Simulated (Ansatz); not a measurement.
**Electron scattering at the Σ3 (111) boundary in fcc Rh with Ti (substitutional)**

Wanted: what the Σ3 (111) boundary in fcc Rh with Ti (substitutional) costs an interconnect.

Method: Ansatz plane-wave DFT, PBE, PAW files; relaxation of a bicrystal slab with its lowest layers held; PAW set soft_1, in the first sound run; inputs show where later runs differ, in Ansatz 0.2.0.

### Step 1. Set-up

The cell holds 18 atoms: 17 Rh and 1 Ti. Its edges and angles: a = 5.378 Å, b = 2.689 Å, c = 28.566 Å, α = 90.0°, β = 90.0°, γ = 120.0°. It derives from Rh. built on the (1 1 1) plane; 2 overlapping atoms removed and the grains opened by 0 Å. Vacuum lies along c.

### Step 2. Relaxing the bicrystal

The boundary is built by mirroring the lower grain in the boundary plane and removing any atoms that overlap; then the Ti is put in at the boundary. A thin bicrystal slab is relaxed first, with the lowest layers held and the upper grain free to shift and open.

The input, input.yaml:

```yaml
crystal:
  lattice:
    - [5.378395599, 0.0, 0.0]
    - [-1.3445988998, 2.3289136102, 0.0]
    - [0.0, 0.0, 28.5657664704]
  atoms:
    - { symbol: Rh, position: [0.5, 1.0, 0.1750346872] }
    - { symbol: Rh, position: [1.0, 1.0, 0.1750346872] }
    - { symbol: Rh, position: [0.6666666666, 0.6666666666, 0.2519001483] }
    - { symbol: Rh, position: [0.1666666666, 0.6666666666, 0.2519001483] }
    - { symbol: Rh, position: [0.8333333333, 0.3333333333, 0.3287656093] }
    - { symbol: Rh, position: [0.3333333333, 0.3333333333, 0.3287656093] }
    - { symbol: Ti, position: [0.0, 0.0, 0.4056310703] }
    - { symbol: Rh, position: [0.5, 0.0, 0.4056310703] }
    - { symbol: Rh, position: [0.8333333333, 0.3333333333, 0.4824965313] }
    - { symbol: Rh, position: [0.3333333333, 0.3333333333, 0.4824965313] }
    - { symbol: Rh, position: [0.6666666666, 0.6666666666, 0.5593619923] }
    - { symbol: Rh, position: [0.1666666666, 0.6666666666, 0.5593619923] }
    - { symbol: Rh, position: [0.5, 1.0, 0.6362274533] }
    - { symbol: Rh, position: [1.0, 1.0, 0.6362274533] }
    - { symbol: Rh, position: [0.3333333333, 0.3333333333, 0.7130929143] }
    - { symbol: Rh, position: [0.8333333333, 0.3333333333, 0.7130929143] }
    - { symbol: Rh, position: [0.1666666666, 0.6666666666, 0.7899583753] }
    - { symbol: Rh, position: [0.6666666666, 0.6666666666, 0.7899583753] }
kpoints:
  mp_grid: { grid: [10, 10, 1] }
hamiltonian:
  xc: pbe
  pseudopotentials: { kind: paw, azcp: { folder: soft_1 } }
scf:
  occupations: { method: fermi_dirac, width: 0.1 }
relax:
  f_tol: 0.03
  max_steps: 80
  constraints: [{ sites: [0, 1, 2, 3] }]
```

Launch:

```bash
$ ansatz run input.yaml --threads 4 --pin off --max-ram 15360MiB --backend cpu --events-out ev --progress --plain --runs-dir out
```

Numbers of over 12 decimals in the logs are rounded to 6 here.

Log:

```text
Engine: ansatz 0.2.0, aarch64-unknown-linux-gnu
Pseudopotentials: kind: paw
Pseudopotential: Rh, paw, valence charge 17, recommended cutoff 420 eV (normal), soft_1/Rh.paw.azcp
Pseudopotential: Ti, paw, valence charge 12, recommended cutoff 420 eV (normal), soft_1/Ti.paw.azcp
Functional definition: PBE
  parameter kappa = 0.804
  parameter beta = 0.066725
  exchange = pbe_x(kappa = kappa, mu = beta*pi^2/3)
  correlation = pbe_c(beta = beta)
Crystal: 18 atoms, lattice volume = 357.810 Å³
Basis set: ecut = 420 eV, 6981 PW (Γ), exchange–correlation on 72×36×384 points (8 copies of the dense FFT grid, shifted against one another)
Bands: 181, of which v1, the nominal top of the filled ones, is band 151 counted from 1 (150 counted from 0)
Symmetry: 2 space group operations
Space group: Pm (ITA 6), of the structure as read, at distance tolerance 7.1e-5 Å
k-points: 36 of 100 (time reversal used)
Non-local potential: Rh, projectors of the file, l = 0: 3, l = 1: 2, l = 2: 2, l = 3: 1
Non-local potential: Ti, projectors of the file, l = 0: 3, l = 1: 2, l = 2: 3, l = 3: 1
PAW form: soft (Blöchl's): semilocal exchange-correlation on the pseudo side does not see the compensation charge
PAW one-centre angular grid: Rh, 590 points (default); XC on 64 Gauss nodes
PAW one-centre angular grid: Ti, 590 points (default); XC on 64 Gauss nodes
Initial density: superposition of atomic densities (neutral atoms: chi_scale 0, normalization atom)
Initial wavefunctions: pseudopotential atomic-orbital guess
Functional: x = pbe(κ = 0.804, μ = 0.219515), c = pbe(β = 0.066725)
SCF iter   1: F=—  HF=-111360.209964 eV  |F-HF|=—  |Δ(HF+E_count)|=         —  Δρ=1.17e-1  dr2=3.10e2  ethr=3.10e-3  ⟨swp⟩=6.1  Hψ=22350  notcnv=0  defer=36
preconditioner: auto → LDOS  [metal: Δε(μ)=0.008 eV  Ē_g=5.478 eV  σ=0.100 eV  W_gap=0.02  n_scr=88 (ndim 8)  ℏωp=24.6 eV  f_vac=0.277  D(μ)=22.49/eV (n_scr^D=248)  β→1.0]
SCF iter   2: F=—  HF=-111362.541720 eV  |F-HF|=—  |Δ(HF+E_count)|=    2.33e0  Δρ=1.18e-1  dr2=6.01e1  ethr=3.10e-3  ⟨swp⟩=3.4  Hψ=17669  notcnv=0  defer=143
SCF iter   3: F=—  HF=-111348.942580 eV  |F-HF|=—  |Δ(HF+E_count)|=    1.36e1  Δρ=2.20e-2  dr2=2.39e0  ethr=3.10e-3  ⟨swp⟩=2.6  Hψ=14083  notcnv=0  defer=195
SCF iter   4: F=—  HF=-111348.575519 eV  |F-HF|=—  |Δ(HF+E_count)|=   3.67e-1  Δρ=3.79e-3  dr2=4.54e-1  ethr=7.93e-4  ⟨swp⟩=2.5  Hψ=11200  notcnv=0  defer=197
SCF iter   5: F=—  HF=-111348.569403 eV  |F-HF|=—  |Δ(HF+E_count)|=   6.12e-3  Δρ=1.74e-3  dr2=3.44e-2  ethr=1.51e-4  ⟨swp⟩=2.4  Hψ=9156  notcnv=0  defer=197
SCF iter   6: F=—  HF=-111348.567084 eV  |F-HF|=—  |Δ(HF+E_count)|=   2.32e-3  Δρ=7.13e-4  dr2=6.78e-3  ethr=1.14e-5  ⟨swp⟩=2.2  Hψ=9209  notcnv=0  defer=197
SCF iter   7: F=—  HF=-111348.568249 eV  |F-HF|=—  |Δ(HF+E_count)|=   1.16e-3  Δρ=2.92e-4  dr2=6.04e-4  ethr=2.25e-6  ⟨swp⟩=2.0  Hψ=9286  notcnv=0  defer=197
SCF iter   8: F=—  HF=-111348.568161 eV  |F-HF|=—  |Δ(HF+E_count)|=   8.75e-5  Δρ=9.46e-5  dr2=5.96e-5  ethr=2.01e-7  ⟨swp⟩=2.5  Hψ=10030  notcnv=0  defer=197
SCF iter   9: F=-111348.568151 eV  HF=-111348.568163 eV  |F-HF|=1.18e-5  |Δ(HF+E_count)|=   1.80e-6  Δρ=4.32e-5  dr2=1.49e-5  ethr=7.48e-9  ⟨swp⟩=4.8  Hψ=21547  notcnv=0
SCF 1 converged in 9 iterations: F = -111348.568151 eV  dr2 = 1.49e-5
  greatest PAW one-centre occupation: 1.000 electrons in one spin orbital (limit 2), on the Rh atom at site 13 (counted from 0), in its partial waves of l = 0
relax step   1: F+E_penalty+E_count = -111348.56815145 eV  Δ(F+E_penalty+E_count) = +0.000e0 eV  max|allowed force component| = 5.847e-1 eV/Å  Δτ_max = 0.0000 Å  (9 SCF iters, dr2 threshold 2.25e-5 eV, accepted)
Initial density: handed on by an earlier stage of this run
Initial wavefunctions: those handed on with the density
iter 1 solved again at ethr=1.24e-3 eV; its pass at ethr=3.10e-3 eV (dr2=3.74e0 eV) is discarded
SCF iter   1: F=—  HF=-111348.838177 eV  |F-HF|=—  |Δ(HF+E_count)|=         —  Δρ=1.97e-2  dr2=3.75e0  ethr=1.24e-3  ⟨swp⟩=1.2  Hψ=23901  notcnv=0  defer=172
preconditioner: auto → LDOS  [metal: Δε(μ)=0.004 eV  Ē_g=5.356 eV  σ=0.100 eV  W_gap=0.01  n_scr=88 (ndim 8)  ℏωp=24.6 eV  f_vac=0.273  D(μ)=24.54/eV (n_scr^D=262)  β→1.0]
SCF iter   2: F=—  HF=-111348.743008 eV  |F-HF|=—  |Δ(HF+E_count)|=   9.52e-2  Δρ=8.46e-3  dr2=3.62e-1  ethr=1.24e-3  ⟨swp⟩=2.0  Hψ=10021  notcnv=0  defer=172
SCF iter   3: F=—  HF=-111348.689929 eV  |F-HF|=—  |Δ(HF+E_count)|=   5.31e-2  Δρ=5.29e-3  dr2=1.54e-1  ethr=1.20e-4  ⟨swp⟩=2.9  Hψ=13341  notcnv=0  defer=177
SCF iter   4: F=—  HF=-111348.654341 eV  |F-HF|=—  |Δ(HF+E_count)|=   3.56e-2  Δρ=1.06e-3  dr2=5.21e-3  ethr=5.13e-5  ⟨swp⟩=2.6  Hψ=10608  notcnv=0  defer=177
SCF iter   5: F=—  HF=-111348.654478 eV  |F-HF|=—  |Δ(HF+E_count)|=   1.37e-4  Δρ=3.15e-4  dr2=9.52e-4  ethr=1.73e-6  ⟨swp⟩=2.6  Hψ=11715  notcnv=0  defer=190
SCF iter   6: F=—  HF=-111348.654448 eV  |F-HF|=—  |Δ(HF+E_count)|=   3.03e-5  Δρ=1.55e-4  dr2=1.62e-4  ethr=3.16e-7  ⟨swp⟩=2.2  Hψ=9403  notcnv=0  defer=190
SCF iter   7: F=-111348.654421 eV  HF=-111348.654439 eV  |F-HF|=1.79e-5  |Δ(HF+E_count)|=   8.37e-6  Δρ=3.61e-5  dr2=1.93e-5  ethr=7.10e-9  ⟨swp⟩=3.5  Hψ=25508  notcnv=0
SCF 2 converged in 7 iterations: F = -111348.654421 eV  dr2 = 1.93e-5
  greatest PAW one-centre occupation: 1.000 electrons in one spin orbital (limit 2), on the Rh atom at site 15 (counted from 0), in its partial waves of l = 0
relax step   2: F+E_penalty+E_count = -111348.65442127 eV  Δ(F+E_penalty+E_count) = -8.627e-2 eV  max|allowed force component| = 1.147e-1 eV/Å  Δτ_max = 0.1918 Å  (7 SCF iters, dr2 threshold 2.14e-5 eV, accepted)
SCF iter   1: F=—  HF=-111348.658042 eV  |F-HF|=—  |Δ(HF+E_count)|=         —  Δρ=1.32e-3  dr2=1.95e-2  ethr=6.58e-5  ⟨swp⟩=2.4  Hψ=11508  notcnv=0  defer=187
preconditioner: auto → LDOS  [metal: Δε(μ)=0.004 eV  Ē_g=5.354 eV  σ=0.100 eV  W_gap=0.01  n_scr=88 (ndim 8)  ℏωp=24.6 eV  f_vac=0.273  D(μ)=25.09/eV (n_scr^D=266)  β→1.0]
SCF iter   2: F=—  HF=-111348.657742 eV  |F-HF|=—  |Δ(HF+E_count)|=   3.00e-4  Δρ=6.10e-4  dr2=5.11e-3  ethr=6.47e-6  ⟨swp⟩=2.4  Hψ=9810  notcnv=0  defer=187
SCF iter   3: F=—  HF=-111348.657502 eV  |F-HF|=—  |Δ(HF+E_count)|=   2.40e-4  Δρ=4.12e-4  dr2=1.38e-3  ethr=1.70e-6  ⟨swp⟩=2.5  Hψ=11450  notcnv=0  defer=187
SCF iter   4: F=—  HF=-111348.657186 eV  |F-HF|=—  |Δ(HF+E_count)|=   3.16e-4  Δρ=8.12e-5  dr2=3.07e-5  ethr=4.59e-7  ⟨swp⟩=2.7  Hψ=10321  notcnv=0  defer=187
SCF iter   5: F=—  HF=-111348.658324 eV  |F-HF|=—  |Δ(HF+E_count)|=   1.14e-3  Δρ=1.51e-5  dr2=1.37e-6  ethr=1.02e-8  ⟨swp⟩=2.2  Hψ=11081  notcnv=0  defer=187
SCF iter   6: F=—  HF=-111348.658323 eV  |F-HF|=—  |Δ(HF+E_count)|=   2.75e-7  Δρ=6.66e-6  dr2=3.66e-7  ethr=4.54e-10  ⟨swp⟩=3.1  Hψ=13596  notcnv=0  defer=187
SCF iter   7: F=-111348.658323 eV  HF=-111348.658323 eV  |F-HF|=1.18e-8  |Δ(HF+E_count)|=   5.33e-8  Δρ=3.03e-6  dr2=6.75e-8  ethr=3.32e-11  ⟨swp⟩=4.6  Hψ=20990  notcnv=0
SCF 3 converged in 7 iterations: F = -111348.658323 eV  dr2 = 6.75e-8
relax step   3: F+E_penalty+E_count = -111348.65832333 eV  Δ(F+E_penalty+E_count) = -3.902e-3 eV  max|allowed force component| = 2.934e-2 eV/Å  Δτ_max = 0.0157 Å  (7 SCF iters, accepted)
SCF converged after 7 iterations
Free energy (F): -111348.658323 eV
Harris-Foulkes:  -111348.658323 eV  (|F-HF|=1.18e-8)
Internal energy: -111347.822500 eV  (E = F + TS)
E sigma→0 (E₀):  -111348.240411 eV
Entropy (-TS):   -0.835824 eV (-46.435 meV/atom)
Fermi energy:    13.703705 eV
--- Per-component energies (eV) ---
  E_band       = -4061.681864
  E_kinetic    = 9411.938655
  E_local      = -304844.526673  (includes V_loc(G=0)·N_el)
  E_nonlocal   = 5134.234370
  E_hartree    = 147885.832181
  E_xc         = -3543.657995
  E_vxc        = -4446.059573  (∫ρ·V_xc dr)
  E_paw        = -62300.405977  (= ΣΔE_a)
  E_vpaw       = -5088.966730  (= ΣTr[D̂ρ^β])
  E_aug_tail   = 0.001203  (compensation charges beyond the density's cutoff)
  E_ewald      = 96908.761736
  E_smearing   = -0.835824  (= −TS)
  E_closure    = -0.000000  (closes the sum)
  Σ components = -111348.658323   (vs F -111348.658323, Δ=0.00e0)
--- Forces (eV/Å), atoms counted from 1 ---
  atom   1  Rh     0.03599735     0.02078308     0.11350865
  atom   2  Rh    -0.04983317    -0.02877120     0.18118018
  atom   3  Rh     0.05176372     0.02988580    -0.42369520
  atom   4  Rh    -0.03818926    -0.02204858     0.16421234
  atom   5  Rh    -0.00542947    -0.00313471     0.00714141
  atom   6  Rh     0.00692646     0.00399899    -0.01690844
  atom   7  Ti     0.00185757     0.00107247    -0.01098124
  atom   8  Rh    -0.00189566    -0.00109446    -0.02934344
  atom   9  Rh     0.00393031     0.00226917    -0.01132498
  atom  10  Rh    -0.00280941    -0.00162201     0.01134331
  atom  11  Rh    -0.00245861    -0.00141948     0.01750763
  atom  12  Rh     0.00123235     0.00071150    -0.00556882
  atom  13  Rh     0.00422146     0.00243726     0.00365772
  atom  14  Rh    -0.00520777    -0.00300671     0.00210650
  atom  15  Rh    -0.00212274    -0.00122557    -0.00821012
  atom  16  Rh     0.00192090     0.00110903     0.00012390
  atom  17  Rh    -0.00285504    -0.00164836     0.00222285
  atom  18  Rh     0.00296206     0.00171015     0.00306591
  max |Σ_I F_I| component: 3.82e-5 eV/Å
--- Relaxed structure (3 steps of the walk, 3 accepted, 0 SCFs on fresh bases) ---
  F+E_penalty+E_count = -111348.65832333 eV   max|allowed force component| = 2.934e-2 eV/Å
  atoms:
    - { symbol: Rh, position: [0.5, 1.000000, 0.175035] }
    - { symbol: Rh, position: [1.0, 1.000000, 0.175035] }
    - { symbol: Rh, position: [0.6666666666, 0.6666666666, 0.2519001483] }
    - { symbol: Rh, position: [0.166667, 0.666667, 0.2519001483] }
    - { symbol: Rh, position: [0.833487, 0.333487, 0.331405] }
    - { symbol: Rh, position: [0.330899, 0.330899, 0.330682] }
    - { symbol: Ti, position: [0.00228272, 0.00228272, 0.408373] }
    - { symbol: Rh, position: [0.494056, -0.00594354, 0.407896] }
    - { symbol: Rh, position: [0.834299, 0.334299, 0.484560] }
    - { symbol: Rh, position: [0.332139, 0.332139, 0.484920] }
    - { symbol: Rh, position: [0.667266, 0.667266, 0.565232] }
    - { symbol: Rh, position: [0.166821, 0.666821, 0.563275] }
    - { symbol: Rh, position: [0.499370, 0.999370, 0.642226] }
    - { symbol: Rh, position: [0.999429, 0.999429, 0.641918] }
    - { symbol: Rh, position: [0.332289, 0.332289, 0.719067] }
    - { symbol: Rh, position: [0.832539, 0.332539, 0.719400] }
    - { symbol: Rh, position: [0.166207, 0.666207, 0.795542] }
    - { symbol: Rh, position: [0.666931, 0.666931, 0.795641] }
```

The job ended after 3.5 min (4 threads of Arm Neoverse V1, shared host; peak memory 2.5 GiB).

Relaxation path:

| step | energy less that of the first step (eV) | largest force component (eV/Å) |
| --- | --- | --- |
| 1 | 0.0000 | 0.5847 |
| 2 | -0.0863 | 0.1147 |
| 3 | -0.0902 | 0.0293 |

The run keeps the 2 symmetry operations that it works with, so distortions that break them were not tested.

The atoms that moved most (Å):

| atom | dx | dy | dz | length |
| --- | --- | --- | --- | --- |
| Rh16 | -0.003 | -0.002 | 0.180 | 0.180 |
| Rh13 | -0.003 | -0.001 | 0.171 | 0.171 |
| Rh15 | -0.004 | -0.002 | 0.171 | 0.171 |
| Rh11 | 0.002 | 0.001 | 0.168 | 0.168 |
| Rh14 | -0.002 | -0.001 | 0.163 | 0.163 |
| Rh18 | 0.001 | 0.001 | 0.162 | 0.162 |
| Rh17 | -0.002 | -0.001 | 0.160 | 0.160 |
| Rh12 | 0.001 | 0.000 | 0.112 | 0.112 |

The relaxed structure:

```cif
data_structure
_symmetry_space_group_name_H-M 'P 1'
_symmetry_Int_Tables_number 1
_cell_length_a 5.3784
_cell_length_b 2.6892
_cell_length_c 28.5658
_cell_angle_alpha 90.000
_cell_angle_beta 90.000
_cell_angle_gamma 120.000
_cell_volume 357.81
loop_
_atom_site_label
_atom_site_type_symbol
_atom_site_fract_x
_atom_site_fract_y
_atom_site_fract_z
_atom_site_occupancy
Rh1 Rh 0.50000 0.00000 0.17503 1
Rh2 Rh 0.00000 0.00000 0.17503 1
Rh3 Rh 0.66667 0.66667 0.25190 1
Rh4 Rh 0.16667 0.66667 0.25190 1
Rh5 Rh 0.83349 0.33349 0.33141 1
Rh6 Rh 0.33090 0.33090 0.33068 1
Ti7 Ti 0.00228 0.00228 0.40837 1
Rh8 Rh 0.49406 0.99406 0.40790 1
Rh9 Rh 0.83430 0.33430 0.48456 1
Rh10 Rh 0.33214 0.33214 0.48492 1
Rh11 Rh 0.66727 0.66727 0.56523 1
Rh12 Rh 0.16682 0.66682 0.56328 1
Rh13 Rh 0.49937 0.99937 0.64223 1
Rh14 Rh 0.99943 0.99943 0.64192 1
Rh15 Rh 0.33229 0.33229 0.71907 1
Rh16 Rh 0.83254 0.33254 0.71940 1
Rh17 Rh 0.16621 0.66621 0.79554 1
Rh18 Rh 0.66693 0.66693 0.79564 1
```

Numbers from this step:

| Item | Value |
| --- | --- |
| free energy | -111348.6583 eV |
| energy at zero smearing | -111348.2404 eV |
| Fermi energy | 13.70 eV |

The largest force component on a free atom ends at 0.029 eV/Å, under the tolerance of 0.03, after 3 steps.

(Continued in part 2 of 2.)

[Logs are printed without paths, hosts, clocks, repeated set-up lines and the standing remarks that a program may print on its own settings, such as how far it seeks lower states.]

[Hosts, paths, dates, database ids (printed as entryN), source tags and the programs' standing remarks are cut or masked in the printed files.]
